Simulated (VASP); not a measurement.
# Ru (P6_3/mmc) in VASP: settings compared

Aim: see how the results for Ru move with the level of theory and the settings. Levels: PBE, PBEsol. Tasks: single point.

All numbers are computed with VASP 6.6.1; they aren't measurements. Logs are shortened: lines on timing, memory, paths and dates and some standing lists are left out, and cuts for length are marked.

## Step 1: The crystal as given

Symmetry: P6_3/mmc, No. 194, hexagonal system. Conventional cell: a = 2.719 Å, b = 2.719 Å, c = 4.297 Å, α = 90.00°, β = 90.00°, γ = 120.00°. Ru (site symmetry -6m2) has 12 Ru at 2.66 to 2.72 Å as nearest neighbours.

## Step 2: Single point, PBE

INCAR

```
ALGO     = Fast           # electronic algorithm
EDIFF    = 1E-6           # SCF threshold, eV
ENCUT    = 300            # plane-wave cutoff, eV
GGA      = PE             # functional
ISIF     = 2              # what is computed and relaxed
ISMEAR   = 1              # smearing method
KPAR     = 4            
LASPH    = True           # aspherical terms in the spheres
LCHARG   = False          # write CHGCAR
LREAL    = False          # projectors in reciprocal space
LWAVE    = False          # write WAVECAR
NBANDS   = 21             # bands
NELM     = 120            # most SCF steps
PREC     = Accurate       # precision mode
SIGMA    = 0.1            # smearing width, eV
```

KPOINTS

```
k-points
0
Gamma
  18 18 10
```

POSCAR

```
Ru                                      
1.0
    2.7189980579     -0.0000000000      0.0000000000
   -1.3594990290      2.3547213910     -0.0000000000
   -0.0000000000      0.0000000000      4.2967676148
  Ru            
     2
Direct
     0.3333333332999970    0.6666666667000030    0.2500000000000000
     0.6666666667000030    0.3333333332999970    0.7500000000000000
```

Potentials or basis: VASP PAW PBE potentials, release 64 (Ru_pv).

Launch:

```console
> cat potpaw_PBE.64/Ru_pv/POTCAR > POTCAR
> mpirun -np 4 vasp_std > vasp.out
```

OUTCAR:

```text
EDIFF = 1E-6
   ENCUT = 300
   GGA = PE
   ISIF = 2
   ISMEAR = 1
   LASPH = True
   LREAL = False
   NELM = 120
   PREC = Accurate

 ion  position               nearest neighbor table
   1  0.333  0.667  0.250-   2 2.66   2 2.66   2 2.66   2 2.66   2 2.66   2 2.66
   2  0.667  0.333  0.750-   1 2.66   1 2.66   1 2.66   1 2.66   1 2.66   1 2.66

  LATTYP: Found a hexagonal cell.
 ALAT       =     2.7189980579
 C/A-ratio  =     1.5802760882

  Lattice vectors:

 A1 = (   2.7189980579,   0.0000000000,   0.0000000000)
 A2 = (  -1.3594990290,   2.3547213910,   0.0000000000)
 A3 = (   0.0000000000,   0.0000000000,   4.2967676148)

Analysis of symmetry for initial positions (statically):
=====================================================================
 Subroutine PRICEL returns:
 Original cell was already a primitive cell.

 Routine SETGRP: Setting up the symmetry group for a
 hexagonal supercell.

 Subroutine GETGRP returns: Found 24 space group operations
 (whereof 12 operations were pure point group operations)
 out of a pool of 24 trial point group operations.

The static configuration has the point symmetry D_3d.
 The point group associated with its full space group is D_6h.

Analysis of symmetry for dynamics (positions and initial velocities):
=====================================================================
 Subroutine PRICEL returns:
 Original cell was already a primitive cell.

 Routine SETGRP: Setting up the symmetry group for a
 hexagonal supercell.

 Subroutine GETGRP returns: Found 24 space group operations
 (whereof 12 operations were pure point group operations)
 out of a pool of 24 trial point group operations.

The dynamic configuration has the point symmetry D_3d.
 The point group associated with its full space group is D_6h.

 Subroutine INISYM returns: Found 24 space group operations
 (whereof 12 operations are pure point group operations),
 and found     1 'primitive' translations

----------------------------------------------------------------------------------------

                                     Primitive cell

  volume of cell :      27.5100

  direct lattice vectors                    reciprocal lattice vectors
     2.718998058  0.000000000  0.000000000     0.367782536  0.212339346  0.000000000
    -1.359499029  2.354721391  0.000000000     0.000000000  0.424678692  0.000000000
     0.000000000  0.000000000  4.296767615     0.000000000  0.000000000  0.232733089

  length of vectors
     2.718998058  2.718998058  4.296767615     0.424678692  0.424678692  0.232733089

  position of ions in fractional coordinates (direct lattice)
     0.333333333  0.666666667  0.250000000
     0.666666667  0.333333333  0.750000000

  ion indices of the primitive-cell ions
   primitive index   ion index
                 1           1
                 2           2

----------------------------------------------------------------------------------------

 KPOINTS: k-points

Automatic generation of k-mesh.
 Grid dimensions read from file:
 generate k-points for:   18   18   10

 Generating k-lattice:

  Cartesian coordinates                     Fractional coordinates (reciprocal lattice)
     0.020432363  0.011796630  0.000000000     0.055555556 -0.000000000  0.000000000
     0.000000000  0.023593261  0.000000000     0.000000000  0.055555556  0.000000000
     0.000000000  0.000000000  0.023273309     0.000000000  0.000000000  0.100000000

  Length of vectors
     0.023593261  0.023593261  0.023273309

  Shift w.r.t. Gamma in fractional coordinates (k-lattice)
     0.000000000  0.000000000  0.000000000

 Subroutine IBZKPT returns following result:
 ===========================================

 Found    222 irreducible k-points:

 Following reciprocal coordinates:
            Coordinates               Weight
  0.000000  0.000000  0.000000      1.000000
  0.055556  0.000000  0.000000      6.000000
  0.111111  0.000000  0.000000      6.000000
  0.166667  0.000000  0.000000      6.000000
  0.222222  0.000000  0.000000      6.000000
  0.277778  0.000000  0.000000      6.000000
[... 16 lines left out ...]
  0.333333  0.111111  0.000000     12.000000
  0.388889  0.111111  0.000000     12.000000
 [... further k-points ...]
   k-points           NKPTS =    222   k-points in BZ     NKDIM =    222   number of bands    NBANDS=     21
   number of dos      NEDOS =    301   number of ions     NIONS =      2
   total plane-waves  NPLWV =   6144
   dimension x,y,z NGX =    16 NGY =   16 NGZ =   24
   dimension x,y,z NGXF=    32 NGYF=   32 NGZF=   48
   ions per type =               2
   NGX,Y,Z   is equivalent  to a cutoff of   9.78,  9.78,  9.29 a.u.
   NGXF,Y,Z  is equivalent  to a cutoff of  19.57, 19.57, 18.57 a.u.
 SYSTEM =  unknown system
   PREC   = accura    normal or accurate (medium, high low for compatibility)
   ISTART =      0    job   : 0-new  1-cont  2-samecut
   ICHARG =      2    charge: 1-file 2-atom 10-const
   ISPIN  =      1    spin polarized calculation?
   LNONCOLLINEAR =      F non collinear calculations
   LSORBIT =      F    spin-orbit coupling
   LASPH  =      T    aspherical Exc in radial PAW
   ENCUT  =  300.0 eV  22.05 Ry    4.70 a.u.   3.84  3.84  6.07*2*pi/ulx,y,z
   NELM   =    120;   NELMIN=  2; NELMDL= -5     # of ELM steps
   EDIFF  = 0.1E-05   stopping-criterion for ELM
   LREAL  =      F    real-space projection
   EDIFFG = 0.1E-04   stopping-criterion for IOM
   NSW    =      0    number of steps for IOM
   IBRION =     -1    ionic relax: 0-MD 1-quasi-New 2-CG
   NFREE  =      0    steps in history (QN), initial steepest desc. (CG)
   ISIF   =      2    stress and relaxation
   ISYM   =      2    0-nonsym 1-usesym 2-fastsym
   POTIM  = 0.5000    time-step for ionic-motion
   TEBEG  =    0.0;   TEEND  =   0.0 temperature during run
   PSTRESS=    0.0 pullay stress
   NELECT =      28.0000    total number of electrons
   NUPDOWN=      -1.0000    fix difference up-down
   EMIN   =  10.00;   EMAX   =-10.00  energy-range for DOS
   EFERMI =   0.00;   METHOD = LEGACY
   ISMEAR =     1;   SIGMA  =   0.10  broadening in eV -4-tet -1-fermi 0-gaus
   EFERMI_NEDOS =   21; number of points for ismear=-14 and -15
   IALGO  =     68    algorithm
   IMIX   =      4    mixing-type and parameters
     AMIX     =   0.40;   BMIX     =  1.00
     AMIX_MAG =   1.60;   BMIX_MAG =  1.00
  volume/ion in A,a.u.               =      13.75        92.82
  Fermi-wavevector in a.u.,A,eV,Ry     =   1.646762  3.111928 36.896604  2.711824
  Thomas-Fermi vector in A             =   2.736335
   LORBIT       =      0    0 simple, 1 ext, 2 COOP (PROOUT), +10 PAW based schemes
   GGA     = PE    functional components
   LHFCALC =     F    Hartree Fock is set to
   AEXX    =    0.0000 exact exchange contribution
   IVDW    =     0    specifies the selected vdW correction
   LEPSILON=     F    determine dielectric tensor
   LRPA    =     F    only Hartree local field effects (RPA)
 non-spin polarized calculation
 RMM-DIIS sequential band-by-band and
 Methfessel and Paxton  Order N= 1 SIGMA  =   0.10
  energy-cutoff  :      300.00
  volume of cell :       27.51
 maximum number of plane-waves:       338
 NGX is ok and might be reduce to    16
   NGX =  7   NGY =  7   NGZ = 13

 number of electron      28.0000021 magnetization

 Free energy of the ion-electron system (eV)
  ---------------------------------------------------
  ext. energy  EPLUGINS =         0.00000000
  ---------------------------------------------------
  free energy    TOTEN  =       -18.48062157 eV

  energy without entropy =      -18.47995437  energy(sigma->0) =      -18.48039917

 E-fermi :  12.6032     XC(G=0): -14.0422

 val. band max:       12.6004781073   @ k =   0.1667   0.0000   0.4000
 cond. band min:      12.6069949029   @ k =   0.1667   0.1111   0.3000
 fundamental gap:      0.0065167957
 Fermi energy:        12.6032121333

 k-point     1 :       0.0000    0.0000    0.0000
  band No.  band energies     occupation
      1     -30.9829      2.00000
      2     -30.0841      2.00000
      3     -30.0841      2.00000
      4     -29.9190      2.00000
      5     -29.9190      2.00000
      6     -29.8808      2.00000
[... 13 lines left out ...]
     20      23.1111      0.00000
     21      23.1294      0.00000

 k-point     2 :       0.0556    0.0000    0.0000
  band No.  band energies     occupation
      1     -30.9727      2.00000
      2     -30.1057      2.00000
      3     -30.0915      2.00000
      4     -29.9416      2.00000
      5     -29.9219      2.00000
      6     -29.8856      2.00000
[... 13 lines left out ...]
     20      23.1116      0.00000
     21      23.1297      0.00000

 k-point     3 :       0.1111    0.0000    0.0000
  band No.  band energies     occupation
      1     -30.9430      2.00000
      2     -30.1678      2.00000
      3     -30.1123      2.00000
      4     -30.0060      2.00000
      5     -29.9307      2.00000
      6     -29.8998      2.00000
[... 13 lines left out ...]
     20      23.1130      0.00000
     21      23.1289      0.00000

 k-point     4 :       0.1667    0.0000    0.0000
  band No.  band energies     occupation
      1     -30.8953      2.00000
      2     -30.2630      2.00000
      3     -30.1434      2.00000
      4     -30.1028      2.00000
      5     -29.9448      2.00000
      6     -29.9236      2.00000
[... 13 lines left out ...]
     20      23.1117      0.00000
     21      23.1270      0.00000

 k-point     5 :       0.2222    0.0000    0.0000
  band No.  band energies     occupation
      1     -30.8326      2.00000
      2     -30.3797      2.00000
      3     -30.2188      2.00000
      4     -30.1804      2.00000
      5     -29.9630      2.00000
      6     -29.9567      2.00000
[... 13 lines left out ...]
     20      23.1118      0.00000
     21      23.1240      0.00000
[... 382 lines left out ...]
     20      23.1199      0.00000
     21      25.7181      0.00000

 k-point    22 :       0.2778    0.1111    0.0000
  band No.  band energies     occupation
      1     -30.6578      2.00000
      2     -30.6072      2.00000
      3     -30.4784      2.00000
      4     -30.2668      2.00000
      5     -30.0622      2.00000
      6     -30.0512      2.00000
[... 13 lines left out ...]
     20      23.1733      0.00000
     21      23.9141      0.00000

 k-point    23 :       0.3333    0.1111    0.0000
  band No.  band energies     occupation
      1     -30.6957      2.00000
      2     -30.5825      2.00000
      3     -30.5383      2.00000
      4     -30.3121      2.00000
      5     -30.1146      2.00000
      6     -30.0715      2.00000
[... 13 lines left out ...]
     20      23.6448      0.00000
     21      25.2657      0.00000

 k-point    24 :       0.3889    0.1111    0.0000
  band No.  band energies     occupation
      1     -30.7533      2.00000
      2     -30.5774      2.00000
      3     -30.5215      2.00000
      4     -30.3412      2.00000
      5     -30.1607      2.00000
      6     -30.0847      2.00000
[... 13 lines left out ...]
     20      24.5486      0.00000
     21      24.5929      0.00000

 [... further k-points ...]
[... 5 lines left out ...]
  --------------------------------------------------------------------------------------
  -------------------------------------------------------------------------------------
  Total       -0.1207680     -0.1207680     -0.1253708      0.0000000      0.0000000     -0.0000000
  in kB       -7.0335091     -7.0335091     -7.3015767      0.0000000      0.0000000     -0.0000000
  external PRESSURE =      -7.1228650 kB  Pullay stress =       0.0000000 kB

 VOLUME and BASIS-vectors are now :
 -----------------------------------------------------------------------------
  energy-cutoff  :      300.00
  volume of cell :       27.51
      direct lattice vectors                 reciprocal lattice vectors
     2.718998058  0.000000000  0.000000000     0.367782536  0.212339346  0.000000000
    -1.359499029  2.354721391  0.000000000     0.000000000  0.424678692  0.000000000
     0.000000000  0.000000000  4.296767615     0.000000000  0.000000000  0.232733089

 POSITION                                       TOTAL-FORCE (eV/Angst)
 -----------------------------------------------------------------------------------
     -0.00000      1.56981      1.07419        -0.000000      0.000000      0.000000
      1.35950      0.78491      3.22258         0.000000     -0.000000      0.000000
 -----------------------------------------------------------------------------------
    total drift:                               -0.000000      0.000000     -0.000000

  FREE ENERGIE OF THE ION-ELECTRON SYSTEM (eV)
  ---------------------------------------------------
  free  energy   TOTEN  =       -18.4806215658 eV

  energy  without entropy=      -18.4799543679  energy(sigma->0) =      -18.48039917
```

Wall time 4.4 s (4 MPI ranks of Intel Xeon 6975P-C (Granite Rapids), shared host); peak memory 0.14 GiB.

What came out:

- Free energy: -18.4806 eV
- Pressure: -0.7 GPa
- Band gap on the k mesh: none (metal or under the smearing width)

Levels at points of the mesh, in eV from the Fermi level:
```
           k point  band 11  band 12  band 13  band 14  band 15  band 16  band 17  band 18
(0.00, 0.00, 0.00)    -2.35    -1.86    -1.86    -1.36    -1.36     1.17     1.17     1.30
(0.50, 0.00, 0.00)    -2.02    -1.77    -1.47     1.40     1.81     1.89     4.00     6.03
(0.00, 0.00, 0.50)    -2.70    -2.70    -2.65    -2.65     0.55     0.55     0.55     0.55
(0.50, 0.00, 0.50)    -1.03    -1.03     0.45     0.45     1.65     1.65     3.35     3.35
```

## Step 3: Single point, PBE

Changes to INCAR since step 2:

```diff
@@ -2,3 +2,3 @@
 EDIFF    = 1E-6           # SCF threshold, eV
-ENCUT    = 300            # plane-wave cutoff, eV
+ENCUT    = 600            # plane-wave cutoff, eV
 GGA      = PE             # functional
```

KPOINTS is that of step 2.

POSCAR is that of step 2.

Potentials or basis: VASP PAW PBE potentials, release 64 (Ru_pv).

Launch:

```console
> cat potpaw_PBE.64/Ru_pv/POTCAR > POTCAR
> mpirun -np 4 vasp_std > vasp.out
```

OUTCAR:

```text
EDIFF = 1E-6
   ENCUT = 600
   GGA = PE
   ISIF = 2
   ISMEAR = 1
   LASPH = True
   LREAL = False
   NELM = 120
   PREC = Accurate

 ion  position               nearest neighbor table
   1  0.333  0.667  0.250-   2 2.66   2 2.66   2 2.66   2 2.66   2 2.66   2 2.66
   2  0.667  0.333  0.750-   1 2.66   1 2.66   1 2.66   1 2.66   1 2.66   1 2.66

  LATTYP: Found a hexagonal cell.
 ALAT       =     2.7189980579
 C/A-ratio  =     1.5802760882

  Lattice vectors:

[... 767 lines left out ...]

------------------------ aborting loop because EDIFF is reached ----------------------------------------

  FORCE on cell =-STRESS in cart. coord.  units (eV):
  Direction    XX          YY          ZZ          XY          YZ          ZX
  --------------------------------------------------------------------------------------
  -------------------------------------------------------------------------------------
  Total        0.0044339      0.0044339      0.0034573     -0.0000000     -0.0000000      0.0000000
  in kB        0.2582315      0.2582315      0.2013554     -0.0000000     -0.0000000      0.0000000
  external PRESSURE =       0.2392728 kB  Pullay stress =       0.0000000 kB

 VOLUME and BASIS-vectors are now :
 -----------------------------------------------------------------------------
  energy-cutoff  :      600.00
  volume of cell :       27.51
      direct lattice vectors                 reciprocal lattice vectors
     2.718998058  0.000000000  0.000000000     0.367782536  0.212339346  0.000000000
    -1.359499029  2.354721391  0.000000000     0.000000000  0.424678692  0.000000000
     0.000000000  0.000000000  4.296767615     0.000000000  0.000000000  0.232733089

 POSITION                                       TOTAL-FORCE (eV/Angst)
 -----------------------------------------------------------------------------------
     -0.00000      1.56981      1.07419        -0.000000     -0.000000      0.000000
      1.35950      0.78491      3.22258         0.000000      0.000000      0.000000
 -----------------------------------------------------------------------------------
    total drift:                               -0.000000      0.000000     -0.000000

  FREE ENERGIE OF THE ION-ELECTRON SYSTEM (eV)
  ---------------------------------------------------
  free  energy   TOTEN  =       -18.4674006653 eV

  energy  without entropy=      -18.4667383018  energy(sigma->0) =      -18.46717988
```

OSZICAR:

```text
N       E                     dE             d eps       ncg     rms          rms(c)
DAV:   1     0.309713036133E+03    0.30971E+03   -0.18992E+04  9356   0.164E+03
DAV:   2    -0.133727716103E+02   -0.32309E+03   -0.31340E+03  9534   0.470E+02
DAV:   3    -0.197785430435E+02   -0.64058E+01   -0.63647E+01 10859   0.734E+01
DAV:   4    -0.198259652404E+02   -0.47422E-01   -0.47363E-01 11796   0.606E+00
DAV:   5    -0.198265835033E+02   -0.61826E-03   -0.61397E-03 10570   0.621E-01    0.172E+01
RMM:   6    -0.185512506287E+02    0.12753E+01   -0.28013E+00  9504   0.140E+01    0.451E+00
RMM:   7    -0.184743684070E+02    0.76882E-01   -0.34079E-01 10173   0.438E+00    0.987E-01
RMM:   8    -0.184677680178E+02    0.66004E-02   -0.20285E-02 10554   0.134E+00    0.399E-01
RMM:   9    -0.184673861735E+02    0.38184E-03   -0.21993E-03 10633   0.419E-01    0.664E-02
RMM:  10    -0.184674044743E+02   -0.18301E-04   -0.31191E-04 10852   0.164E-01    0.169E-02
RMM:  11    -0.184674027181E+02    0.17562E-05   -0.47947E-05 11308   0.447E-02    0.455E-03
RMM:  12    -0.184674002759E+02    0.24422E-05   -0.91609E-06 10171   0.188E-02    0.231E-03
RMM:  13    -0.184674006653E+02   -0.38946E-06   -0.94251E-07  7528   0.739E-03
   1 F= -.18467401E+02 E0= -.18467180E+02  d E =-.662363E-03
```

Run time: 13 s. Hardware: 4 MPI ranks of Intel Xeon 6975P-C (Granite Rapids), shared host; peak memory 0.23 GiB.

What came out:

| Quantity | Value |
| --- | --- |
| Free energy | -18.4674 eV |
| Pressure | 0.0 GPa |
| Band gap on the k mesh | none (metal or under the smearing width) |

## Step 4: Single point, PBEsol

Changes to INCAR since step 3:

```diff
@@ -2,4 +2,4 @@
 EDIFF    = 1E-6           # SCF threshold, eV
-ENCUT    = 600            # plane-wave cutoff, eV
-GGA      = PE             # functional
+ENCUT    = 300            # plane-wave cutoff, eV
+GGA      = PS             # functional
 ISIF     = 2              # what is computed and relaxed
```

KPOINTS is that of step 3.

POSCAR is that of step 3.

Launch:

```console
> cat potpaw_PBE.64/Ru_pv/POTCAR > POTCAR
> mpirun -np 4 vasp_std > vasp.out
```

Wall time 4.8 s (4 MPI ranks of Intel Xeon 6975P-C (Granite Rapids), shared host); peak memory 0.14 GiB.

Results (log left out):

* Free energy: -20.3370 eV
* Pressure: -11.2 GPa
* Band gap on the k mesh: none (metal or under the smearing width)

Stress tensor (GPa, compression positive):
```
-11.11   0.00   0.00
  0.00 -11.11   0.00
  0.00   0.00 -11.40
```

Levels at points of the mesh, in eV from the Fermi level:
```csv
k point,band 11,band 12,band 13,band 14,band 15,band 16,band 17,band 18
"(0.00, 0.00, 0.00)",-2.36,-1.87,-1.87,-1.36,-1.36,1.19,1.19,1.24
"(0.50, 0.00, 0.00)",-2.03,-1.80,-1.49,1.42,1.83,1.91,3.99,6.00
"(0.00, 0.00, 0.50)",-2.71,-2.71,-2.68,-2.68,0.55,0.55,0.55,0.55
"(0.50, 0.00, 0.50)",-1.03,-1.03,0.43,0.43,1.67,1.67,3.32,3.32
```

Caveat: the PAW data sets were made with another functional, which shifts forces and pressure a little.

[end of part 1 of 2]
